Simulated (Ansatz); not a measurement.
Space group Fm-3m (No. 225). a = 4.508 Å, b = 4.508 Å, c = 4.508 Å, α = 90.00°, β = 90.00°, γ = 90.00°
| atom | site | symmetry | x | y | z |
| --- | --- | --- | --- | --- | --- |
| Cd | 4a | m-3m | 0.0000 | 0.0000 | 0.0000 |

Equation of state of this Cd structure (not necessarily the ground state), with shape and atoms relaxed at each volume where symmetry leaves them free. It has no gap at any of these volumes. Computed with DFT PBE, scalar-relativistic, plane waves, PAW (Ansatz 0.2.0).

Plane waves to 420 eV, a k mesh through Γ of 16×16×16 on the computed 1-atom cell and Gaussian smearing (0.10 eV); no spin polarisation.

| V (Å³/atom) | E − E(largest V) (meV/atom) | P (GPa) |
| --- | --- | --- |
| 20.159 | 32.38 | 7.53 |
| 20.846 | 5.46 | 5.07 |
| 21.533 | -11.89 | 3.05 |
| 22.220 | -21.31 | 1.38 |
| 22.908 | -24.22 | 0.00 |
| 23.595 | -21.69 | -1.14 |
| 24.282 | -14.72 | -2.06 |
| 25.198 | 0.00 | -3.01 |

Question: Fit a third-order Birch–Murnaghan equation to E(V).

Answer: V0 = 22.91 Å³/atom, B0 = 42 GPa, B0' = 5.5.

This fcc form isn't the element's structure at ambient conditions.